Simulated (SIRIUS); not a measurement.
# Cs in SIRIUS: convergence with core states

Input of the first run (core states Cs 1s2s2p3s3p3d4s4p); the others differ in this setting and in those tied to it:

The input sirius.json:

```json
{
  "control": {
    "processing_unit": "cpu",
    "std_evp_solver_name": "lapack",
    "gen_evp_solver_name": "lapack",
    "verbosity": 2,
    "print_forces": true,
    "ortho_rf": true,
    "use_second_variation": true,
    "rmt_max": 3.0,
    "num_bands_to_print": 16,
    "save_wf": true
  },
  "parameters": {
    "electronic_structure_method": "full_potential_lapwlo",
    "xc_functionals": ["XC_LDA_X", "XC_LDA_C_PW"],
    "core_relativity": "dirac",
    "valence_relativity": "iora",
    "num_fv_states": 16,
    "smearing": "fermi_dirac",
    "smearing_width": 0.0018374661,
    "pw_cutoff": 20,
    "gk_cutoff": 3.54,
    "lmax_apw": 10,
    "lmax_rho": 8,
    "lmax_pot": 8,
    "num_mag_dims": 0,
    "auto_rmt": 0,
    "ngridk": [6, 6, 6],
    "shiftk": [0, 0, 0],
    "num_dft_iter": 80,
    "energy_tol": 1e-07,
    "density_tol": 1e-05,
    "use_symmetry": true
  },
  "settings": {"tol_ne": 1e-10},
  "iterative_solver": {"type": "exact"},
  "mixer": {"type": "anderson", "beta": 0.5, "max_history": 8},
  "unit_cell": {
    "lattice_vectors": [[0.0, 7.4612731967, 7.4612731967], [7.4612731967, 0.0, 7.4612731967], [7.4612731967, 7.4612731967, 0.0]],
    "atom_types": ["Cs"],
    "atom_files": {"Cs": "Cs.json"},
    "atoms": {"Cs": [[0.0, 0.0, 0.0]]}
  }
}
```

Cs.json

```json
{
  "name": "cesium",
  "symbol": "Cs",
  "number": 55,
  "mass": 132.9054519,
  "rmin": 1e-06,
  "rmt": 2.54,
  "nrmt": 800,
  "rinf": 22.7,
  "core": "1s2s2p3s3p3d4s4p",
  "valence": [
    {"basis": [{"enu": -0.14, "dme": 0, "n": 0, "auto": 0}, {"enu": -0.14, "dme": 1, "n": 0, "auto": 0}]},
    {"l": 0, "n": 1, "basis": [{"enu": -0.04, "dme": 0, "n": 0, "auto": 0}]},
    {"l": 1, "n": 2, "basis": [{"enu": -0.1993, "dme": 0, "n": 0, "auto": 0}]},
    {"l": 2, "n": 3, "basis": [{"enu": -0.04, "dme": 0, "n": 0, "auto": 0}]},
    {"l": 3, "n": 4, "basis": [{"enu": -0.04, "dme": 0, "n": 0, "auto": 0}]}
  ],
  "lo": [
    {"l": 0, "basis": [{"enu": -0.04, "dme": 0, "n": 0, "auto": 0}, {"enu": -0.04, "dme": 1, "n": 0, "auto": 0}]},
    {
      "l": 0,
      "basis": [{"enu": -0.9446, "dme": 0, "n": 5, "auto": 1}, {"enu": -0.9446, "dme": 1, "n": 5, "auto": 1}]
    },
    {
      "l": 0,
      "basis": [{"enu": -0.9446, "dme": 1, "n": 5, "auto": 1}, {"enu": -0.04, "dme": 0, "n": 0, "auto": 0}]
    },
    {"l": 0, "basis": [{"enu": -0.04, "dme": 0, "n": 0, "auto": 0}, {"enu": 2.44, "dme": 0, "n": 0, "auto": 0}]},
    {
      "l": 1,
      "basis": [{"enu": -0.1993, "dme": 0, "n": 0, "auto": 0}, {"enu": -0.1993, "dme": 1, "n": 0, "auto": 0}]
    },
    {
      "l": 1,
      "basis": [{"enu": -0.1993, "dme": 1, "n": 0, "auto": 0}, {"enu": -0.1993, "dme": 2, "n": 0, "auto": 0}]
    },
    {
      "l": 1,
      "basis": [{"enu": -0.1993, "dme": 0, "n": 0, "auto": 0}, {"enu": 1.9398, "dme": 0, "n": 0, "auto": 0}]
    },
    {"l": 2, "basis": [{"enu": -0.04, "dme": 0, "n": 0, "auto": 0}, {"enu": -0.04, "dme": 1, "n": 0, "auto": 0}]},
    {
      "l": 2,
      "basis": [{"enu": -2.6903, "dme": 0, "n": 4, "auto": 1}, {"enu": -2.6903, "dme": 1, "n": 4, "auto": 1}]
    },
    {
      "l": 2,
      "basis": [{"enu": -2.6903, "dme": 1, "n": 4, "auto": 1}, {"enu": -0.04, "dme": 0, "n": 0, "auto": 0}]
    },
    {"l": 2, "basis": [{"enu": -0.04, "dme": 0, "n": 0, "auto": 0}, {"enu": 3.184, "dme": 0, "n": 0, "auto": 0}]},
    {"l": 3, "basis": [{"enu": -0.04, "dme": 0, "n": 0, "auto": 0}, {"enu": -0.04, "dme": 1, "n": 0, "auto": 0}]},
    {"l": 3, "basis": [{"enu": -0.04, "dme": 0, "n": 0, "auto": 0}, {"enu": 2.657, "dme": 0, "n": 0, "auto": 0}]}
  ],
  "free_atom": [... radial grid and density of the free atom, the start of the SCF ...]
}
```

sirius_start.json

```json
{
  "control": {
    "processing_unit": "cpu",
    "std_evp_solver_name": "lapack",
    "gen_evp_solver_name": "lapack",
    "verbosity": 1,
    "print_forces": false,
    "ortho_rf": true,
    "use_second_variation": true,
    "rmt_max": 3.0,
    "num_bands_to_print": 16,
    "save_wf": false
  },
  "parameters": {
    "electronic_structure_method": "full_potential_lapwlo",
    "xc_functionals": ["XC_LDA_X", "XC_LDA_C_PW"],
    "core_relativity": "dirac",
    "valence_relativity": "iora",
    "num_fv_states": 16,
    "smearing": "fermi_dirac",
    "smearing_width": 0.0055123983,
    "pw_cutoff": 20,
    "gk_cutoff": 2.83,
    "lmax_apw": 10,
    "lmax_rho": 8,
    "lmax_pot": 8,
    "num_mag_dims": 0,
    "auto_rmt": 0,
    "ngridk": [2, 2, 2],
    "shiftk": [0, 0, 0],
    "num_dft_iter": 30,
    "energy_tol": 0.01,
    "density_tol": 0.05,
    "use_symmetry": true
  },
  "settings": {"tol_ne": 1e-10},
  "iterative_solver": {"type": "exact"},
  "mixer": {"type": "anderson", "beta": 0.5, "max_history": 8},
  "unit_cell": {
    "lattice_vectors": [[0.0, 7.4612731967, 7.4612731967], [7.4612731967, 0.0, 7.4612731967], [7.4612731967, 7.4612731967, 0.0]],
    "atom_types": ["Cs"],
    "atom_files": {"Cs": "Cs.json"},
    "atoms": {"Cs": [[0.0, 0.0, 0.0]]}
  }
}
```

Potentials or basis: all-electron FP-LAPW, apw+lo standard.

Command:

```console
$ OMP_NUM_THREADS=1 sirius.scf --input=sirius_start.json --output=start.json
$ OMP_NUM_THREADS=1 sirius.scf --input=sirius.json --output=output.json --task=1
```

This isn't the form of Cs at room conditions, which is bcc.

Hardware: 1 thread of Arm Neoverse V1 (shared host).

```csv
core states,"energy less the tightest run, at zero smearing (meV/atom)",SCF cycles,CPU time (s),peak memory (GiB)
Cs 1s2s2p3s3p3d4s4p,-2964.89,7,76,0.63
Cs 1s2s2p3s3p3d4s,1.26,7,78,0.63
Cs 1s2s2p3s3p3d,0.00,7,77,0.63
```

Not settled before the last step: the energy (to 1 meV/atom). The tightest run that finished is the yardstick and may itself not be fully converged.

Caveat, for the tightest run too: total energies shift when a shell moves between core and valence, since the two are treated with different relativity. Spin-orbit coupling is left out, which matters for the levels of Cs.

The runs don't all hold the same shells in valence.
